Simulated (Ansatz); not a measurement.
Runs of Ansatz 0.2.0 on Bi2Se3 (Paraguanajuatite). Symmetry: R-3m, No. 166, trigonal system. Conventional cell: a = 4.143 Å, b = 4.143 Å, c = 28.636 Å, α = 90.00°, β = 90.00°, γ = 120.00°. Around Bi (site symmetry 3m) lie 6 Se at 2.85 to 3.07 Å. Around Se (site symmetry 3m) lie 3 Bi at 2.85 Å. Se (site symmetry -3m) has 6 Bi at 3.07 Å as nearest neighbours. 

| task | level | spin | cell | k mesh | cutoff (eV) | smearing | points for each segment of the path | gap on the mesh (eV) | pressure (GPa) | largest force (eV/Å) |
| --- | --- | --- | --- | --- | --- | --- | --- | --- | --- | --- |
| single point | PBE | off | as given | 8 × 8 × 8 | 420 | gaussian 0.013 eV | - | 0.22 | 2.5 | 0.16 |
| single point | PBE | off | as given | 8 × 8 × 8 | 420 | gaussian 0.014 eV | - | 0.22 | 2.5 | 0.16 |
| band structure | r2SCAN | SOC, no magnetisation | as given | 6 × 6 × 6 | 500 | fermi-dirac 0.05 eV | 14 | 0.21 | 1.7 | (a) |
| single point | PBE | off | as given | 8 × 8 × 8 | 420 | fermi-dirac 0.05 eV | - | 0.22 | 2.5 | 0.16 |
| single point | PBE | off | atoms moved at random, drawn with an rms of 0.05 Å | 8 × 8 × 8 | 420 | fermi-dirac 0.05 eV | - | 0.31 | 2.4 | 0.41 |

Alike in all rows: potentials or basis Ansatz PAW.

Problem. Fill in the values left out.

Solution. (a) 0.13.

Caveats: spin-orbit coupling is left out, which as a rule narrows the gap of such compounds by several tenths of an eV (some runs); the PAW data sets come from PBE, with cores solved anew for the run's functional, which leaves a small shift of forces and pressure (some runs).

A k mesh can miss the band edges, and rows without SOC leave out spin-orbit coupling on Bi, Se.
